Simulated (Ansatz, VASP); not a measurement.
## AlN in VASP and in Ansatz

INCAR

```
SYSTEM = AlN
PREC     = Accurate       ! precision mode
ENCUT    = 520            ! plane-wave cutoff, eV
EDIFF    = 1E-6           ! SCF threshold, eV
ISMEAR   = 0              ! smearing method
SIGMA    = 0.05           ! smearing width, eV
LREAL    = .FALSE.        ! projectors in reciprocal space
LASPH    = .TRUE.         ! aspherical terms in the spheres
NELM     = 100            ! most SCF steps
ALGO     = Normal         ! electronic algorithm
ISIF     = 2              ! what is computed and relaxed
LWAVE    = .FALSE.        ! write WAVECAR
LCHARG   = .FALSE.        ! write CHGCAR
GGA      = PE             ! functional
NBANDS   = 16             ! bands
```

The input KPOINTS:

```
regular mesh
0
G
  9 9 6
  0 0 0
```

The input POSCAR:

```
AlN
1.0
    3.2306000000      0.0000000000      0.0000000000
   -1.6153000000      2.7977816695      0.0000000000
    0.0000000000      0.0000000000      4.6901000000
Al N
2 2
Direct
    0.3333333333      0.6666666667      0.7500000000
    0.6666666667      0.3333333333      0.2500000000
    0.3333333333      0.6666666667      0.2500000000
    0.6666666667      0.3333333333      0.7500000000
```

Input for Ansatz:

```yaml
crystal:
  lattice:
    - [3.2306, 0.0, 0.0]
    - [-1.6153, 2.7977816695, 0.0]
    - [0.0, 0.0, 4.6901]
  atoms:
    - { symbol: Al, position: [0.3333333333, 0.6666666667, 0.75] }
    - { symbol: Al, position: [0.6666666667, 0.3333333333, 0.25] }
    - { symbol: "N", position: [0.3333333333, 0.6666666667, 0.25] }
    - { symbol: "N", position: [0.6666666667, 0.3333333333, 0.75] }
basis:
  ecutwfc: 520.0
kpoints:
  mp_grid: { grid: [9, 9, 6] }
hamiltonian:
  xc: pbe
  pseudopotentials: { kind: paw, azcp: { folder: soft_1 } }
scf:
  occupations: { method: gaussian, width: 0.05 }
output:
  forces: true
  stress: true
  eigenvalues: true
```

Alike in both runs: task single point; functional PBE; k mesh 9 × 9 × 6; occupations gaussian, width 0.05 eV; no spin polarisation.

|  | VASP | Ansatz |
| --- | --- | --- |
| version | VASP 6.6.1 | Ansatz 0.2.0 |
| potentials or method | VASP PAW PBE potentials, release 64 (Al, N) | scalar-relativistic, plane waves, PAW |
| plane-wave cutoff (eV) | 520 | 520 |
| valence electrons in the cell | 16 | 16 |

|  | VASP | Ansatz | Ansatz less VASP |
| --- | --- | --- | --- |
| gap on the k mesh at the Fermi level (eV) | 2.52 | 2.51 | -0.010 |
| least direct gap on the mesh (eV) | 2.52 | 2.51 | -0.010 |
| pressure (GPa) | -3.1 | -2.9 | +0.16 |
| largest component of the traceless stress (GPa) | 8.64 | 8.72 | +0.076 |

Expect the measured gap to be larger: semilocal functionals such as PBE lack the derivative discontinuity.
